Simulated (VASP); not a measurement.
# ZnS (Wurtzite-2H) (P6_3mc) in VASP: notebook, part 2 of 2

VASP 6.6.1.

## (3) Single point, PBE, spin-orbit coupling, no magnetisation

The input, INCAR:

```
ALGO     = Normal         # electronic algorithm
EDIFF    = 1E-7           # SCF threshold, eV
ENCUT    = 250            # plane-wave cutoff, eV
GGA      = PE             # functional
GGA_COMPAT= F            
ISIF     = 2              # what is computed and relaxed
ISMEAR   = 0              # smearing method
LASPH    = T              # aspherical terms in the spheres
LCHARG   = F              # write CHGCAR
LORBIT   = 11             # projections on sites
LREAL    = F              # projectors in reciprocal space
LSORBIT  = T              # spin-orbit coupling
LWAVE    = F              # write WAVECAR
MAGMOM   = 0 0 0 0 0 0 0 0 0 0 0 0 # initial moments
NBANDS   = 52             # bands
NELM     = 100            # most SCF steps
PREC     = Accurate       # precision mode
SIGMA    = 0.02           # smearing width, eV
```

The input, KPOINTS:

```
k-points
0
Gamma
  6 6 3
```

The input, POSCAR:

```
ZnS
1.0
    3.8110000000      0.0000000000      0.0000000000
   -1.9055000000      3.3004228138      0.0000000000
    0.0000000000      0.0000000000      6.2340000000
Zn S
2 2
Direct
    0.6666666667      0.3333333333      0.5000000000
    0.3333333333      0.6666666667      0.0000000000
    0.6666666667      0.3333333333      0.8850000000
    0.3333333333      0.6666666667      0.3850000000
```

Potentials or basis: VASP PAW PBE potentials, release 64 (Zn, S).

Launch:

```console
$ cat potpaw_PBE.64/Zn/POTCAR potpaw_PBE.64/S/POTCAR > POTCAR
$ mpirun -np 1 vasp_ncl > vasp.out
```

OUTCAR:

```text
EDIFF = 1E-7
   ENCUT = 250
   GGA = PE
   ISIF = 2
   ISMEAR = 0
   LASPH = T
   LORBIT = 11
   LREAL = F
   LSORBIT = T
   NELM = 100
   PREC = Accurate

 Found     21 irreducible k-points:

 Following reciprocal coordinates:
            Coordinates               Weight
  0.000000  0.000000  0.000000      1.000000
  0.166667 -0.000000  0.000000      6.000000
  0.333333  0.000000  0.000000      6.000000
  0.500000  0.000000  0.000000      3.000000
  0.166667  0.166667  0.000000      6.000000
  0.333333  0.166667  0.000000     12.000000
   k-points           NKPTS =     21   k-points in BZ     NKDIM =     21   number of bands    NBANDS=     52
   number of dos      NEDOS =    301   number of ions     NIONS =      4
   total plane-waves  NPLWV =  12800
   dimension x,y,z NGX =    20 NGY =   20 NGZ =   32
   dimension x,y,z NGXF=    40 NGYF=   40 NGZF=   64
   ions per type =               2   2
   NGX,Y,Z   is equivalent  to a cutoff of   8.72,  8.72,  8.53 a.u.
   NGXF,Y,Z  is equivalent  to a cutoff of  17.45, 17.45, 17.07 a.u.
 SYSTEM =  unknown system
   PREC   = accura    normal or accurate (medium, high low for compatibility)
   ISTART =      0    job   : 0-new  1-cont  2-samecut
   ICHARG =      2    charge: 1-file 2-atom 10-const
   ISPIN  =      1    spin polarized calculation?
   LNONCOLLINEAR =      T non collinear calculations
   LSORBIT =      T    spin-orbit coupling
   LASPH  =      T    aspherical Exc in radial PAW
   ENCUT  =  250.0 eV  18.37 Ry    4.29 a.u.   4.91  4.91  8.04*2*pi/ulx,y,z
   NELM   =    100;   NELMIN=  2; NELMDL= -5     # of ELM steps
   EDIFF  = 0.1E-06   stopping-criterion for ELM
   LREAL  =      F    real-space projection
   EDIFFG = 0.1E-05   stopping-criterion for IOM
   NSW    =      0    number of steps for IOM
   IBRION =     -1    ionic relax: 0-MD 1-quasi-New 2-CG
   NFREE  =      0    steps in history (QN), initial steepest desc. (CG)
   ISIF   =      2    stress and relaxation
   ISYM   =      2    0-nonsym 1-usesym 2-fastsym
   POTIM  = 0.5000    time-step for ionic-motion
   TEBEG  =    0.0;   TEEND  =   0.0 temperature during run
   PSTRESS=    0.0 pullay stress
   NELECT =      36.0000    total number of electrons
   NUPDOWN=      -1.0000    fix difference up-down
   EMIN   =  10.00;   EMAX   =-10.00  energy-range for DOS
   EFERMI =   0.00;   METHOD = LEGACY
   ISMEAR =     0;   SIGMA  =   0.02  broadening in eV -4-tet -1-fermi 0-gaus
   EFERMI_NEDOS =   21; number of points for ismear=-14 and -15
   IALGO  =     38    algorithm
   IMIX   =      4    mixing-type and parameters
     AMIX     =   0.40;   BMIX     =  1.00
     AMIX_MAG =   1.60;   BMIX_MAG =  1.00
  volume/ion in A,a.u.               =      19.60       132.29
  Fermi-wavevector in a.u.,A,eV,Ry     =   1.262943  2.386617 21.701647  1.595026
  Thomas-Fermi vector in A             =   2.396326
   LORBIT       =     11    0 simple, 1 ext, 2 COOP (PROOUT), +10 PAW based schemes
   GGA     = PE    functional components
   LHFCALC =     F    Hartree Fock is set to
   AEXX    =    0.0000 exact exchange contribution
   IVDW    =     0    specifies the selected vdW correction
   LEPSILON=     F    determine dielectric tensor
   LRPA    =     F    only Hartree local field effects (RPA)
 Gauss-broadening in eV      SIGMA  =   0.02
  energy-cutoff  :      250.00
  volume of cell :       78.41
 maximum number of plane-waves:      1434
   NGX =  9   NGY =  9   NGZ = 17

 number of electron      35.9999838 magnetization       0.0000000     -0.0000000      0.0000000

 number of electron      35.9999838 magnetization      -0.0000000     -0.0000000      0.0000000

 number of electron      35.9999838 magnetization      -0.0000000     -0.0000000     -0.0000000

[... 20 lines left out ...]
      1     -11.0332      1.00000
      2     -11.0332      1.00000
      3     -10.1121      1.00000
      4     -10.1121      1.00000
      5      -4.3822      1.00000
      6      -4.3822      1.00000
[... 295 lines left out ...]
     47      10.6920      0.00000
     48      10.6968      0.00000

 [... further k-points ...]

 [bands above 48 left out]

------------------------ aborting loop because EDIFF is reached ----------------------------------------

  FORCE on cell =-STRESS in cart. coord.  units (eV):
  Direction    XX          YY          ZZ          XY          YZ          ZX
  --------------------------------------------------------------------------------------
  -------------------------------------------------------------------------------------
  Total       -0.6605020     -0.6605020     -1.6684012      0.0000000      0.0000000     -0.0000000
  in kB      -13.4961350    -13.4961350    -34.0906863      0.0000000      0.0000000     -0.0000000
  external PRESSURE =     -20.3609854 kB  Pullay stress =       0.0000000 kB

 VOLUME and BASIS-vectors are now :
 -----------------------------------------------------------------------------
  energy-cutoff  :      250.00
  volume of cell :       78.41
      direct lattice vectors                 reciprocal lattice vectors
     3.811000000  0.000000000  0.000000000     0.262398321  0.151495741  0.000000000
    -1.905500000  3.300422814  0.000000000     0.000000000  0.302991482  0.000000000
     0.000000000  0.000000000  6.234000000     0.000000000  0.000000000  0.160410651

 POSITION                                       TOTAL-FORCE (eV/Angst)
 -----------------------------------------------------------------------------------
      1.90550      1.10014      3.11700         0.000000     -0.000000      0.319978
     -0.00000      2.20028      0.00000        -0.000000      0.000000      0.319978
      1.90550      1.10014      5.51709        -0.000000     -0.000000     -0.319978
     -0.00000      2.20028      2.40009         0.000000      0.000000     -0.319978
 -----------------------------------------------------------------------------------
    total drift:                               -0.000000     -0.000001     -0.001939

  FREE ENERGIE OF THE ION-ELECTRON SYSTEM (eV)
  ---------------------------------------------------
  free  energy   TOTEN  =       -13.5958954919 eV

  energy  without entropy=      -13.5958954919  energy(sigma->0) =      -13.59589549

 Spin-Orbit-Coupling matrix elements

 Ion:    1  E_soc:     -0.0079468
 l=   1
     0.0000000    -0.0004032    -0.0004292
    -0.0004032     0.0000000    -0.0004032
    -0.0004292    -0.0004032     0.0000000
 l=   2
     0.0000000    -0.0001821     0.0000000    -0.0001821    -0.0007406
    -0.0001821     0.0000000    -0.0005448    -0.0001791    -0.0001821
     0.0000000    -0.0005448     0.0000000    -0.0005448     0.0000000
    -0.0001821    -0.0001791    -0.0005448     0.0000000    -0.0001821
    -0.0007406    -0.0001821     0.0000000    -0.0001821     0.0000000
 l=   3
     0.0000000     0.0000000     0.0000000     0.0000000     0.0000000     0.0000000     0.0000000
     0.0000000     0.0000000     0.0000000     0.0000000     0.0000000     0.0000000     0.0000000
     0.0000000     0.0000000     0.0000000     0.0000000     0.0000000     0.0000000     0.0000000
     0.0000000     0.0000000     0.0000000     0.0000000     0.0000000     0.0000000     0.0000000
[... 49 lines left out ...]
 l=   2
     0.0000000     0.0000000     0.0000000     0.0000000     0.0000000
     0.0000000     0.0000000     0.0000000     0.0000000     0.0000000
     0.0000000     0.0000000     0.0000000     0.0000000     0.0000000
     0.0000000     0.0000000     0.0000000     0.0000000     0.0000000
     0.0000000     0.0000000     0.0000000     0.0000000     0.0000000
 l=   3
     0.0000000     0.0000000     0.0000000     0.0000000     0.0000000     0.0000000     0.0000000
     0.0000000     0.0000000     0.0000000     0.0000000     0.0000000     0.0000000     0.0000000
     0.0000000     0.0000000     0.0000000     0.0000000     0.0000000     0.0000000     0.0000000
     0.0000000     0.0000000     0.0000000     0.0000000     0.0000000     0.0000000     0.0000000
     0.0000000     0.0000000     0.0000000     0.0000000     0.0000000     0.0000000     0.0000000
     0.0000000     0.0000000     0.0000000     0.0000000     0.0000000     0.0000000     0.0000000
     0.0000000     0.0000000     0.0000000     0.0000000     0.0000000     0.0000000     0.0000000

 total charge

# of ion       s       p       d       tot
------------------------------------------
    1        0.521   0.482   9.810  10.813
    2        0.521   0.482   9.810  10.813
    3        1.316   2.472   0.000   3.788
    4        1.316   2.472   0.000   3.788
--------------------------------------------------
tot          3.675   5.907  19.620  29.202

 magnetization (x)

# of ion       s       p       d       tot
------------------------------------------
    1        0.000   0.000   0.000   0.000
    2        0.000  -0.000   0.000  -0.000
    3        0.000   0.000   0.000   0.000
    4        0.000   0.000   0.000   0.000
--------------------------------------------------
tot          0.000  -0.000   0.000  -0.000

 magnetization (y)

# of ion       s       p       d       tot
------------------------------------------
    1        0.000   0.000   0.000   0.000
    2        0.000   0.000   0.000   0.000
    3        0.000   0.000   0.000   0.000
    4        0.000  -0.000   0.000  -0.000
--------------------------------------------------
tot          0.000   0.000   0.000   0.000

 magnetization (z)

# of ion       s       p       d       tot
------------------------------------------
    1       -0.000   0.000   0.000   0.000
    2       -0.000   0.000  -0.000  -0.000
    3        0.000  -0.000   0.000  -0.000
    4        0.000   0.000   0.000   0.000
--------------------------------------------------
tot         -0.000   0.000  -0.000   0.000
```

Wall time 66 s (1 thread of Intel Xeon Platinum 8259CL at 2.50GHz (Skylake/Cascade Lake), shared host); peak memory 0.21 GiB.

The run converged, but a check on its numbers failed (symmetry, net force, bounds or a known fault of this set-up), so they aren't taken as properties of the crystal.

Caveat: the cutoff lies under the usual one of these potentials, so the numbers hold a large basis-set error.

## (4) Single point, PBE, spin-orbit coupling, no magnetisation

INCAR, as its differences from that of step 3:

```diff
@@ -2,3 +2,3 @@
 EDIFF    = 1E-7           # SCF threshold, eV
-ENCUT    = 250            # plane-wave cutoff, eV
+ENCUT    = 350            # plane-wave cutoff, eV
 GGA      = PE             # functional
```

The input, KPOINTS:

```
k-points
0
Gamma
  5 5 3
```

POSCAR is that of step 3.

Launch:

```console
$ cat potpaw_PBE.64/Zn/POTCAR potpaw_PBE.64/S/POTCAR > POTCAR
$ mpirun -np 1 vasp_ncl > vasp.out
```

Wall time 70 s (1 thread of Intel Xeon Platinum 8259CL at 2.50GHz (Skylake/Cascade Lake), shared host); peak memory 0.26 GiB.

These settings aren't checked as converged: the numbers below hold their error.

What came out:

```yaml
Free_energy: -13.6467 eV
Pressure: 2.3 GPa
Largest_force: 0.325 eV/Å
Valence_electrons_inside_the_program's_atomic_spheres: Zn 10.80; S 3.76
```

Caveat: the k mesh is coarse (spacing up to 0.38 Å⁻¹), so the values aren't converged.

## (5) Single point, PBE, spin-orbit coupling, no magnetisation

INCAR, as its differences from that of step 4:

```diff
@@ -2,3 +2,3 @@
 EDIFF    = 1E-7           # SCF threshold, eV
-ENCUT    = 350            # plane-wave cutoff, eV
+ENCUT    = 400            # plane-wave cutoff, eV
 GGA      = PE             # functional
```

KPOINTS is that of step 4.

POSCAR is that of step 4.

Launch:

```console
$ cat potpaw_PBE.64/Zn/POTCAR potpaw_PBE.64/S/POTCAR > POTCAR
$ mpirun -np 1 vasp_ncl > vasp.out
```

Wall time 1.8 min (1 thread of Intel Xeon Platinum 8259CL at 2.50GHz (Skylake/Cascade Lake), shared host); peak memory 0.32 GiB.

The run converged, but some of its settings lie outside the range that counts as converged, so its numbers aren't taken as properties of the crystal.

Results:

* Free energy: -13.6472 eV
* Pressure: 2.3 GPa
* Largest force: 0.326 eV/Å
* Valence electrons inside the program's atomic spheres: Zn 10.80; S 3.76

Caveat: the k mesh is coarse (spacing up to 0.38 Å⁻¹), so the values aren't converged.

## (6) For comparison

An earlier run on the cell as given: functional PBEsol; potentials or basis VASP PAW PBE potentials, release 64 (Zn, S); cutoff 520 eV; k mesh 8 × 8 × 5; occupations fermi-dirac, width 0.05 eV; no spin polarisation.

* Pressure: -1.1 GPa
* Largest force: 0.309 eV/Å
* Band gap on the k mesh: 2.12 eV, direct
